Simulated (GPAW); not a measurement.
# Quasiparticle gap of AlP (F-43m) in GPAW

Wanted: ground state, empty states, screening and self-energy for AlP (F-43m).

Method: PBE and many-body steps on it, plane waves, in GPAW 26.7.0.

The database entry behind the starting cell differs from later determinations by our own check (0.1 to 0.3 % short, probably kX units), so it need not match the best structure at ambient conditions.

### Step 1. The structure

The structure is cubic, space group F-43m (No. 216). The conventional cell has a = 5.451 Å, b = 5.451 Å, c = 5.451 Å, α = 90.00°, β = 90.00°, γ = 90.00°. Nearest to Al lie 4 P at 2.36 Å. Nearest to P lie 4 Al at 2.36 Å. Farther neighbours are not listed.

The cell and positions come from the Crystallography Open Database and are kept as given unless a step says otherwise.

### Step 2. Ground state

This step: GPAW 26.7.0; DFT, PBE, plane waves, PAW.

The ground-state density comes first.

File run.py:

```python
import json
import numpy as np
from gpaw.mpi import world
from ase import Atoms
from gpaw import GPAW, PW, FermiDirac

atoms = Atoms(['Al', 'P'],
    cell=[[0.0000000000, 2.7255000000, 2.7255000000],
      [2.7255000000, 0.0000000000, 2.7255000000],
      [2.7255000000, 2.7255000000, 0.0000000000]],
    scaled_positions=[[0.0000000000, 0.0000000000, 0.0000000000],
      [0.2500000000, 0.2500000000, 0.2500000000]],
    pbc=(True, True, True))
calc = GPAW(mode=PW(450),
    xc='PBE',
    kpts={'size': (8, 8, 8), 'gamma': True},
    occupations=FermiDirac(0.001),
    nbands=-7,
    convergence={'density': 1e-6, 'bands': -3},
    maxiter=100,
    txt='gs.txt')
atoms.calc = calc
res = {'energy': atoms.get_potential_energy()}
kpts = calc.get_ibz_k_points()
res['kpts'] = kpts
res['eigenvalues'] = [calc.get_eigenvalues(kpt=k) for k in range(len(kpts))]
res['n_electrons'] = calc.get_number_of_electrons()
calc.write('gs.gpw')

if world.rank == 0:
    with open('result.json', 'w') as f:
        json.dump(res, f, default=lambda x: x.tolist())
```

The run is started by

```sh
> mpirun -n 4 gpaw python run.py
```

Numbers of over 12 decimals in the logs are rounded to 6 here.

What it wrote:

```text
__  _  _
 | _ |_)|_||  |
 |__||  | ||/\| - 26.7.0

Input parameters:
  mode=PW(ecut=450.000000),
  convergence={'density': 1e-06, 'bands': -3},
  kpts=MonkhorstPack(size=(8, 8, 8), gamma=True),
  maxiter=100,
  nbands=-7,
  occupations=Occupations(name='fermi-dirac', width=0.001, fixmagmom=False),
  xc=XC(name='PBE')
  [... matrices ...]
Diagonalizing LCAO Hamiltonian
Converting LCAO to pw mode

           P

       Al

Atoms  # Å, Bohr magnetons
|   | symbol |        x |        y |        z |    initial magnetic moments |
| 0 |     Al | 0.000000 | 0.000000 | 0.000000 | ( 0.0000,  0.0000,  0.0000) |
| 1 |      P | 1.362750 | 1.362750 | 1.362750 | ( 0.0000,  0.0000,  0.0000) |

Unit cell  # Å
| periodic |        x |        y |        z |  lengths |    angles |
|      yes | 0.000000 | 2.725500 | 2.725500 | 3.854439 | 60.000000 |
|      yes | 2.725500 | 0.000000 | 2.725500 | 3.854439 | 60.000000 |
|      yes | 2.725500 | 2.725500 | 0.000000 | 3.854439 | 60.000000 |

Number of symmetries: 24
Symmetry operations  # r_c * U_cc + t_c -> r_c
|    | kind |            matrix            |
|  0 |  E   |  1, 0, 0,  0, 1, 0,  0, 0, 1 |
|  1 |  σ   |  1, 0, 0,  0, 0, 1,  0, 1, 0 |
|  2 |  σ   |  1, 0,-1,  0, 1,-1,  0, 0,-1 |
|  3 |  C3  |  1, 0,-1,  0, 0,-1,  0, 1,-1 |
|  4 |  C3  |  1,-1, 0,  0,-1, 1,  0,-1, 0 |
|  5 |  σ   |  1,-1, 0,  0,-1, 0,  0,-1, 1 |
|  6 |  σ   |  0, 1, 0,  1, 0, 0,  0, 0, 1 |
|  7 |  C3  |  0, 1, 0,  0, 0, 1,  1, 0, 0 |
|  8 |  C2  |  0, 1,-1,  1, 0,-1,  0, 0,-1 |
|  9 |  S4  |  0, 1,-1,  0, 0,-1,  1, 0,-1 |
| 10 |  C3  |  0, 0, 1,  1, 0, 0,  0, 1, 0 |
| 11 |  σ   |  0, 0, 1,  0, 1, 0,  1, 0, 0 |
| 12 |  S4  |  0, 0,-1,  1, 0,-1,  0, 1,-1 |
| 13 |  C3  |  0, 0,-1,  0, 1,-1,  1, 0,-1 |
| 14 |  S4  |  0,-1, 1,  1,-1, 0,  0,-1, 0 |
| 15 |  C2  |  0,-1, 1,  0,-1, 0,  1,-1, 0 |
| 16 |  C3  |  0,-1, 0,  1,-1, 0,  0,-1, 1 |
| 17 |  S4  |  0,-1, 0,  0,-1, 1,  1,-1, 0 |
| 18 |  S4  | -1, 1, 0, -1, 0, 1, -1, 0, 0 |
| 19 |  C3  | -1, 1, 0, -1, 0, 0, -1, 0, 1 |
| 20 |  C3  | -1, 0, 1, -1, 1, 0, -1, 0, 0 |
| 21 |  S4  | -1, 0, 1, -1, 0, 0, -1, 1, 0 |
| 22 |  σ   | -1, 0, 0, -1, 1, 0, -1, 0, 1 |
| 23 |  C2  | -1, 0, 0, -1, 0, 1, -1, 1, 0 |

BZ-sampling:
  Number of BZ points: 512
  Number of IBZ points: 29

  Monkhorst-Pack size: [8, 8, 8]
  Monkhorst-Pack shift: [0.0625, 0.0625, 0.0625]

K-points  # in reciprocal-cell coordinates
|     |                                coordinates |     weight |
|   0 | (  0.00000000,   0.00000000,   0.00000000) | 0.00195312 |
|   1 | (  0.12500000,   0.12500000,   0.00000000) | 0.01171875 |
|   2 | (  0.12500000,   0.12500000,   0.12500000) | 0.01562500 |
|   3 | (  0.25000000,   0.12500000,   0.12500000) | 0.02343750 |
|   4 | (  0.25000000,   0.25000000,   0.00000000) | 0.01171875 |
|   5 | (  0.25000000,   0.25000000,   0.12500000) | 0.04687500 |
|   6 | (  0.25000000,   0.25000000,   0.25000000) | 0.01562500 |
|   7 | (  0.37500000,   0.25000000,  -0.37500000) | 0.04687500 |
|   8 | (  0.37500000,   0.25000000,   0.12500000) | 0.04687500 |
|   9 | (  0.37500000,   0.25000000,   0.25000000) | 0.04687500 |
| ... |                                            |            |
|  28 | (  0.50000000,   0.50000000,   0.50000000) | 0.00781250 |

Plane wave coefficients: 893
Cutoff: 450.000000 eV

Spin-components: 1 (collinear spins)
Bands:           11
Projectors:      10
Spin-degeneracy: 2
Datatype:        complex128

  Storage: CPU
  Wave functions: 4_557_872 bytes (1_139_468 per core)
  Projectors: 8_701_392 bytes (2_175_348 per core)
  [... matrices ...]
Parallelization:
  kpt:    4
  domain: 1
  band:   1

Density:
  Valence electrons: 8.0
  Components: 1
  Grid points: [20 20 20]
  Charge: 0.0  # |e|

Potential:
  Grid points: [20 20 20]

species:
  Al:
    name:    Aluminium
    Z:       13.0
    valence: 3
    core:    10
    charge:  0.0  # [|e|]
    compensation charges:
      type: gauss
      rc: 0.34  # [Å]
      lmax: 2
    cutoffs:
      filter: 1.91  # [Å]
      core: 2.36  # [Å]
    projectors
    | kind |    occ | energy [eV] | rcut [Å] |
    |   3s |  2.000 |      -7.753 |    1.085 |
    |   3p |  1.000 |      -2.712 |    1.085 |
    |    s |        |      19.459 |    1.085 |
    |    p |        |      24.499 |    1.085 |
    |    d |        |       0.000 |    1.085 |

    Using partial waves for Al as LCAO basis

  P:
    name:    Phosphorus
    Z:       15.0
    valence: 5
    core:    10
    charge:  0.0  # [|e|]
    compensation charges:
      type: gauss
      rc: 0.30  # [Å]
      lmax: 2
    cutoffs:
      filter: 1.69  # [Å]
      core: 1.81  # [Å]
    projectors
    | kind |    occ | energy [eV] | rcut [Å] |
    |   3s |  2.000 |     -13.968 |    0.953 |
    |   3p |  3.000 |      -5.506 |    0.953 |
    |    s |        |      13.244 |    0.953 |
    |    p |        |      21.705 |    0.953 |
    |    d |        |       0.000 |    0.953 |

    Using partial waves for P as LCAO basis

Reference energy: -15906.336924  # eV

eigensolver:
  PPCG
  Converge bands: -3
  niter=2

density mixing:
  MSR1-Mixer
  Pratt-step length: 0.05
  Maximum mixing coefficient: 0.75
  Old densities: 10
  SVD Regularization: 0.005
  Good broyden scale: 1.0
  Trust region scale: 1.0
  Backstep threshold: 4.0
  History deletion threshold: 6.0
  Fourier metric: weight=20.0, sigma=0.015

occupation numbers:
  Fermi-Dirac:
    width: 0.0010  # eV

poisson solver:
  ecut: 3600.000000  # eV

xc functional:
  name: PBE with 2 nearest neighbor stencil

Initialization done in: 0.923 s

convergence criteria:
- Maximum integral of absolute [dens]ity change: 1e-06 electrons / valence electron
- Maximum [total energy] change in last 3 cyles: 0.0005 eV / valence electron
- Maximum integral of absolute [eigenst]ate change: 4e-08 eV^2 / valence electron
maximum number of iterations: 100

SCF iterations
|iter     |     time |      energy | eigst |  dens |
|iter:   1|  |  -10.566556 | +1.11 |       |
|iter:   2|  |  -10.520265 | -0.10 | -0.78 |
|iter:   3|  |  -10.322605 | -1.22 | -0.81 |
|iter:   4|  |  -10.324430 | -2.95 | -1.48 |
|iter:   5|  |  -10.324781c| -4.01 | -2.04 |
|iter:   6|  |  -10.324818c| -5.16 | -2.77 |
|iter:   7|  |  -10.324819c| -6.29 | -3.70 |
|iter:   8|  |  -10.324819c| -7.16 | -4.20 |
|iter:   9|  |  -10.324819c| -8.04c| -5.18 |
|iter:  10|  |  -10.324819c| -8.43c| -5.69 |
|iter:  11|  |  -10.324819c| -8.89c| -6.81c|

Converged in 11 steps
SCF loop duration: 1.592 s (0.145 s/step)
Energy contributions relative to reference atoms: (reference = -15906.336924)
  [... matrices ...]
Energy contributions:
  Kinetic:          15.290203
  Coulomb:         -13.374343
  Zero:             -0.021819
  External:          0.000000
  Xc:              -12.218861
  Entropy:          -0.000000
  Spinorbit:         0.000000
  ----------------------------
  Free energy:     -10.324819
  Extrapolated:    -10.324819

dipole moment: (-12.248027, -12.248027, -12.248027)  # |e|*Ang

Fermi level: 5.592
Eigenvalues  # (at kpt = [0.000, 0.000, 0.000])
| band index |      eig [eV] | occ [0-2] |
|          0 |        -7.239 |     2.000 |
|          1 |         4.297 |     2.000 |
|          2 |         4.297 |     2.000 |
|          3 |         4.297 |     2.000 |
|          4 |         7.640 |     0.000 |
|          5 |         8.862 |     0.000 |
|          6 |         8.862 |     0.000 |
|          7 |         8.862 |     0.000 |
|          8 |        13.109 |     0.000 |
|          9 |        13.109 |     0.000 |
|         10 |        14.649 |     0.000 |

Gap: 1.567 eV
Transition (v -> c):
  (s=0, k=0, n=3, [0.00, 0.00, 0.00]) -> (s=0, k=24, n=4, [0.50, 0.50, 0.00])
Direct/indirect transitions are different
Direct gap: 3.343 eV
Transition at: (s=0, k=0, n=3, [0.00, 0.00, 0.00])
# Writing to gs.gpw (mode='')
  [... matrices ...]
```

Wall time 4.4 s (4 MPI ranks of Arm Neoverse V1, shared host); peak memory 0.58 GiB; 17 s of CPU time.

This step gave:

- total energy: -10.32 eV
- gap: 1.567 eV
- k of the valence top: 0, 0, 0
- k of the conduction bottom: 0.5, 0.5, 0
- least direct gap: 3.343 eV

The gap is indirect, with the least direct gap 1.78 eV higher.

### Step 3. Bands along the symmetry lines

Levels along a band path, at the cheap level, show where the edges lie and whether the meshes to come will hold them.

File run.py:

```python
import json
import numpy as np
from gpaw.mpi import world
from gpaw import GPAW

path = [[0.000000, 0.000000, 0.000000],
    [-0.062500, -0.062500, 0.000000],
    [-0.125000, -0.125000, 0.000000],
    [-0.187500, -0.187500, 0.000000],
    [-0.250000, -0.250000, 0.000000],
    [-0.312500, -0.312500, 0.000000],
    [-0.375000, -0.375000, 0.000000],
    [-0.437500, -0.437500, 0.000000],
    [-0.500000, -0.500000, 0.000000],
    [-0.484375, -0.484375, 0.031250],
    [-0.468750, -0.468750, 0.062500],
    [-0.453125, -0.453125, 0.093750],
    [-0.437500, -0.437500, 0.125000],
    [-0.421875, -0.421875, 0.156250],
    [-0.406250, -0.406250, 0.187500],
    [-0.390625, -0.390625, 0.218750],
    [-0.375000, -0.375000, 0.250000],
    [-0.375000, 0.000000, 0.375000],
    [-0.328125, 0.000000, 0.328125],
    [-0.281250, 0.000000, 0.281250],
    [-0.234375, 0.000000, 0.234375],
    [-0.187500, 0.000000, 0.187500],
    [-0.140625, 0.000000, 0.140625],
    [-0.093750, 0.000000, 0.093750],
    [-0.046875, 0.000000, 0.046875],
    [0.000000, 0.000000, 0.000000],
    [0.000000, 0.000000, 0.062500],
    [0.000000, 0.000000, 0.125000],
    [0.000000, 0.000000, 0.187500],
    [0.000000, 0.000000, 0.250000],
    [0.000000, 0.000000, 0.312500],
    [0.000000, 0.000000, 0.375000],
    [0.000000, 0.000000, 0.437500],
    [0.000000, 0.000000, 0.500000],
    [-0.062500, -0.031250, 0.468750],
    [-0.125000, -0.062500, 0.437500],
    [-0.187500, -0.093750, 0.406250],
    [-0.250000, -0.125000, 0.375000],
    [-0.312500, -0.156250, 0.343750],
    [-0.375000, -0.187500, 0.312500],
    [-0.437500, -0.218750, 0.281250],
    [-0.500000, -0.250000, 0.250000],
    [-0.500000, -0.281250, 0.218750],
    [-0.500000, -0.312500, 0.187500],
    [-0.500000, -0.343750, 0.156250],
    [-0.500000, -0.375000, 0.125000],
    [-0.500000, -0.406250, 0.093750],
    [-0.500000, -0.437500, 0.062500],
    [-0.500000, -0.468750, 0.031250],
    [-0.500000, -0.500000, 0.000000]]
calc = GPAW('gs.gpw').fixed_density(kpts=path,
    symmetry='off',
    nbands=14,
    convergence={'bands': 10},
    txt='bands.txt')
res = {}
kpts = calc.get_ibz_k_points()
res['kpts'] = kpts
res['eigenvalues'] = [calc.get_eigenvalues(kpt=k) for k in range(len(kpts))]
res['n_electrons'] = calc.get_number_of_electrons()

if world.rank == 0:
    with open('result.json', 'w') as f:
        json.dump(res, f, default=lambda x: x.tolist())
```

The run is started by

```sh
> mpirun -n 4 gpaw python run.py
```

What it wrote:

```text
Diagonalizing LCAO Hamiltonian
Converting LCAO to pw mode
convergence criteria:
- Maximum integral of absolute [eigenst]ate change: 4e-08 eV^2 / valence electron
maximum number of iterations: 100

SCF iterations
|iter     |     time |      energy | eigst |  dens |
|iter:   1|  |             | +1.71 |       |
|iter:   2|  |             | +0.84 |       |
|iter:   3|  |             | -0.19 |       |
|iter:   4|  |             | -1.47 |       |
|iter:   5|  |             | -3.29 |       |
|iter:   6|  |             | -4.91 |       |
|iter:   7|  |             | -6.32 |       |
|iter:   8|  |             | -7.59c|       |
SCF steps: 8
  __  _  _
 | _ |_)|_||  |
 |__||  | ||/\| - 26.7.0

Input parameters:
  mode=PW(ecut=450.000000),
  convergence={'bands': 10},
  gpts=array([20, 20, 20]),
  kpts=KPoints(kpts=array([[ 0.      ,  0.      ,  0.      ],
         [-0.0625  , -0.0625  ,  0.      ],
         [-0.125   , -0.125   ,  0.      ],
         [-0.1875  , -0.1875  ,  0.      ],
[...]
[-0.484375, -0.484375,  0.03125 ],
[...]
[-0.453125, -0.453125,  0.09375 ],
[...]
[-0.421875, -0.421875,  0.15625 ],
[...]
[-0.390625, -0.390625,  0.21875 ],
[...]
[-0.328125,  0.      ,  0.328125],
[...]
[-0.234375,  0.      ,  0.234375],
[...]
[-0.140625,  0.      ,  0.140625],
[...]
[-0.046875,  0.      ,  0.046875],
         [ 0.      ,  0.      ,  0.      ],
         [ 0.      ,  0.      ,  0.0625  ],
         [ 0.      ,  0.      ,  0.125   ],
[...]
[ 0.      ,  0.      ,  0.4375  ],
         [ 0.      ,  0.      ,  0.5     ],
[...]
[-0.5     , -0.4375  ,  0.0625  ],
         [-0.5     , -0.46875 ,  0.03125 ],
         [-0.5     , -0.5     ,  0.      ]])),
  maxiter=100,
  nbands=14,
  occupations=Occupations(name='fermi-dirac', width=0.001, fixmagmom=False),
  parallel={},
  symmetry=Symmetry(point_group=False, time_reversal=False),
  xc=XC(name='PBE')
  [... matrices ...]
timing:  # [seconds]
  Total: 0.026  # ━━━━━━━━━━━━━━━━━━━━━━━━━━━━━━━━━━━━━━━━━━━━━━━━━━━━━━━━━━━
```

Run time: 4.7 s. Hardware: 4 MPI ranks; peak memory 0.61 GiB; 18 s of CPU time.

Numbers from this step:

```yaml
gap: 1.567 eV
k_of_the_valence_top: 0, 0, 0
k_of_the_conduction_bottom: -0.5, -0.5, 0
least_direct_gap: 3.343 eV
```

The gap is 1.567 eV, as in the run before at this level.

Electronic bands along the path, in eV, zero at the top of the highest filled band; v1 is the highest filled band, c1 the lowest empty one:

```tsv
point	v4	v3	v2	v1	c1	c2	c3	c4
Γ	-11.54	0.00	0.00	0.00	3.34	4.56	4.56	4.56
halfway	-10.65	-2.89	-1.30	-1.30	2.87	4.09	7.10	7.10
X	-9.18	-5.33	-2.11	-2.11	1.57	2.47	11.11	11.11
halfway	-9.17	-5.24	-2.69	-2.02	1.95	3.20	9.99	10.34
U	-9.21	-5.04	-3.44	-1.74	2.43	5.12	8.48	8.76
jump to K	-9.21	-5.04	-3.44	-1.74	2.43	5.12	8.48	8.76
halfway	-10.57	-3.44	-1.95	-0.42	4.31	5.27	5.51	6.21
Γ	-11.54	0.00	0.00	0.00	3.34	4.56	4.56	4.56
halfway	-10.87	-3.18	-0.44	-0.44	3.35	5.15	5.15	6.97
L	-9.84	-5.55	-0.77	-0.77	2.83	4.81	4.81	8.30
halfway	-9.53	-5.19	-2.61	-1.49	3.96	4.54	6.90	7.72
W	-9.13	-4.93	-3.19	-2.83	4.32	5.96	6.15	6.40
halfway	-9.15	-5.16	-2.67	-2.52	2.65	3.59	8.68	9.04
X	-9.18	-5.33	-2.11	-2.11	1.57	2.47	11.11	11.11
```

The electronic bands as a text plot (rows in eV, shown from -8.0 to 7.2 only):

```
    6.9 |    +++            ++              +         ++++ +
    6.2 |    +             +  +++++        +         +   ++
    5.6 |  ++                 +++  ++               +    + +
    5.0 | +  +            +     ++++++   +++++++++++   ++   +
    4.3 |++++ ++         +      +++++++++           ++++++++
    3.7 | ++++          +   ++++     +  ++++        +++     ++
    3.1 |+    +++++    +   +          ++    ++++++++          ++
    2.4 |       ++ ++++  ++                                  ++ +
    1.8 |         +++++++                                      ++
    1.2 |
    0.5 |
   -0.1 |**                      ***********
   -0.7 |  ***                ***  ***      *********
   -1.4 |  ** ****         ***   ****    **         ***
   -2.0 |    *    *********     *          *         * **      **
   -2.6 |     **       **     ** **                   *  ******
   -3.3 |                *****  *           *          ******
   -3.9 |       **            **             **
   -4.5 |         *         **                 *
   -5.2 |          *********                    *   *************
   -5.8 |                                        ***
   -6.4 |
   -7.1 |
   -7.7 |
         Γ           X  U|K            Γ         L        W     X
```

### Step 4. Empty states on the mesh, 4×4×4 mesh, 373 bands

The sums over transitions need many empty states on a uniform mesh; this step solves for them.

File run.py:

```python
import json
import numpy as np
from gpaw.mpi import world
from gpaw import GPAW

calc = GPAW('gs.gpw').fixed_density(kpts={'size': (4, 4, 4), 'gamma': True},
    parallel={'domain': 1, 'band': 1},
    txt='nscf.txt')
calc.diagonalize_full_hamiltonian(nbands=373)
calc.write('full.gpw', mode='all')
res = {}
kpts = calc.get_ibz_k_points()
res['kpts'] = kpts
res['eigenvalues'] = [calc.get_eigenvalues(kpt=k) for k in range(len(kpts))]
res['n_electrons'] = calc.get_number_of_electrons()

if world.rank == 0:
    with open('result.json', 'w') as f:
        json.dump(res, f, default=lambda x: x.tolist())
```

The run is started by

```sh
> mpirun -n 4 gpaw python run.py
```

What it wrote:

```text
Diagonalizing LCAO Hamiltonian
Converting LCAO to pw mode
convergence criteria:
- Maximum integral of absolute [eigenst]ate change: 4e-08 eV^2 / valence electron
maximum number of iterations: 100

SCF iterations
|iter     |     time |      energy | eigst |  dens |
|iter:   1|  |             | +1.11 |       |
|iter:   2|  |             | -0.20 |       |
|iter:   3|  |             | -2.16 |       |
|iter:   4|  |             | -4.11 |       |
|iter:   5|  |             | -5.57 |       |
|iter:   6|  |             | -6.82 |       |
|iter:   7|  |             | -7.38 |       |
|iter:   8|  |             | -7.99c|       |
SCF steps: 8
  __  _  _
 | _ |_)|_||  |
 |__||  | ||/\| - 26.7.0

Input parameters:
  mode=PW(ecut=450.000000),
  convergence={'density': 1e-06, 'bands': -3},
  gpts=array([20, 20, 20]),
  kpts=MonkhorstPack(size=(4, 4, 4), gamma=True),
  maxiter=100,
  nbands=11,
  occupations=Occupations(name='fermi-dirac', width=0.001, fixmagmom=False),
  parallel={'domain': 1, 'band': 1},
  xc=XC(name='PBE')
Matrix size: 893x893
# Writing to full.gpw (mode='all')
  [... matrices ...]

timing:  # [seconds]
  Total: 2.503  # ━━━━━━━━━━━━━━━━━━━━━━━━━━━━━━━━━━━━━━━━━━━━━━━━━━━━━━━━━━━
```

Elapsed: 5.5 s, on 4 MPI ranks; peak memory 0.75 GiB.

Numbers from this step:

- gap: 1.567 eV
- k of the valence top: 0, 0, 0
- k of the conduction bottom: 0.5, 0.5, 0
- least direct gap: 3.343 eV
- k points computed: 8
- lowest point of the top converged band, above the valence top: 240.3743 eV

On this mesh the gap is 1.567 eV.

(Continued in part 2 of 2.)

[Paths, hosts, dates, memory and timing lines, banners, echoed tables and standing remarks are left out of the program output.]

[Logs are printed without paths, hosts, clocks, repeated set-up lines and the standing remarks that a program may print on its own settings, such as how far it seeks lower states.]

[Runs of the session that timed out or met a known fault of the program may be left out.]

[Hosts, paths, dates, database ids (printed as entryN), source tags and the programs' standing remarks are cut or masked in the printed files.]
